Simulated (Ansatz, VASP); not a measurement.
# One calculation of H2Pt, two programs

```
H Pt
1.0
     2.84989    0.00000    0.00000
    -1.42494    2.46807    0.00000
     0.00000    0.00000    5.48306
H Pt
2 1
Direct
  0.00000 0.00000 0.38185
  0.00000 0.00000 0.61815
  0.00000 0.00000 0.00000
```

Alike in both runs: task relaxation of cell and atoms; functional PBE; k mesh 9 × 9 × 4; occupations gaussian, width 0.1 eV; no spin polarisation.

|  | VASP | Ansatz |
| --- | --- | --- |
| version | VASP 6.6.1 | Ansatz 0.2.0 |
| potentials or method | VASP PAW PBE potentials, release 64 (H, Pt) | scalar-relativistic, plane waves, PAW |
| plane-wave cutoff (eV) | 600 | 420 |
| valence electrons in the cell | 12 | 20 |

VASP gave:

```
gap on the k mesh at the Fermi level, each at its own relaxed structure (eV) : none
relaxed volume (Å³/atom)                                                     : 9.46
relaxed cell length with the largest relative difference (Å)                 : 4.480
energy change over the relaxation (meV/atom)                                 : -464
```

**Question.** What did Ansatz give for the same quantities?

**Answer.** gap on the k mesh at the Fermi level, each at its own relaxed structure (eV): none; relaxed volume (Å³/atom): 9.45; relaxed cell length with the largest relative difference (Å): 4.479; energy change over the relaxation (meV/atom): -462.

A gap of «none» marks a metal or a gap that the smearing closes. The two sets of potentials don't hold the same shells in valence.

Caveats: the volume moved by over 15 % at a fixed basis, so the end points are rough. The runs have no spin-orbit coupling, so splittings on Pt are missing.
